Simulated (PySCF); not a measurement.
# CdS (Hawleyite): atomic charges with r2SCANh

Crystal: CdS (Hawleyite).

```
Cd S
1.0
     0.00000    2.91650    2.91650
     2.91650    0.00000    2.91650
     2.91650    2.91650    0.00000
Cd S
1 1
Cartesian
  0.0000 0.0000 0.0000
  4.3748 4.3748 4.3748
```

| Item | Value |
| --- | --- |
| Program | PySCF 2.14.0 |
| Task | atomic charges |
| Functional | r2SCANh |
| Potentials or basis | DZVP-MOLOPT-HYB/GTH-HYB (UZH) (potentials made for PBE0) |
| k mesh | 2 × 2 × 2 |
| Occupations | fixed |
| Spin | no spin polarisation |
| Density cutoff | 75 Ha |
| Exponents discarded below (exp_to_discard) | 0.02 1/bohr^2 |
| Potentials | Cd GTH-HYB-q12, S GTH-HYB-q6 |
| conv_tol | 1e-07 Ha |
| max_cycle | 60 |
| exxdiv | ewald |
| Coulomb method | Gaussian density fitting (GDF) |
| Grid for exchange and correlation | uniform |
| Three-centre integrals | read from an earlier run's file |

```yaml
Band_gap_on_the_k_mesh: 2.01 eV, direct
Meta-löwdin_charges: Cd +1.21; S -1.21 e
```

Levels at points of the mesh, in eV from the valence-band top:
| k point | band 6 | band 7 | band 8 | band 9 | band 10 | band 11 | band 12 | band 13 |
| --- | --- | --- | --- | --- | --- | --- | --- | --- |
| (0.00, 0.00, 0.00) | -8.24 | 0.00 | 0.00 | 0.00 | 2.01 | 7.93 | 7.93 | 7.93 |
| (0.00, 0.00, 0.50) | -7.83 | -4.66 | -0.79 | -0.79 | 4.03 | 8.48 | 8.48 | 8.69 |
| (0.00, 0.50, 0.00) | -7.83 | -4.66 | -0.79 | -0.79 | 4.03 | 8.48 | 8.48 | 8.69 |
| (0.00, 0.50, 0.50) | -7.75 | -4.22 | -1.99 | -1.99 | 4.41 | 5.73 | 11.78 | 12.77 |
| (0.50, 0.00, 0.00) | -7.83 | -4.66 | -0.79 | -0.79 | 4.03 | 8.48 | 8.48 | 8.69 |
| (0.50, 0.00, 0.50) | -7.75 | -4.22 | -1.99 | -1.99 | 4.41 | 5.73 | 11.78 | 12.77 |
| (0.50, 0.50, 0.00) | -7.75 | -4.22 | -1.99 | -1.99 | 4.41 | 5.73 | 11.78 | 12.77 |
| (0.50, 0.50, 0.50) | -7.83 | -4.66 | -0.79 | -0.79 | 4.03 | 8.48 | 8.48 | 8.69 |

Wall time 36 s on 4 threads of Intel(R) Xeon(R) Processor @ 2.70GHz (shared host), peak memory 0.93 GiB.

Caveat: the k mesh is coarse (spacing up to 0.93 Å⁻¹), so the values aren't converged, least of all with exact exchange; on so small a mesh gaps with full-range exact exchange can be off by tenths of an eV to over 1 eV; meta-GGAs need a finer uniform grid than this; population charges move with the basis; the basis of atomic orbitals isn't converged, which shifts pressures, moduli and gaps.
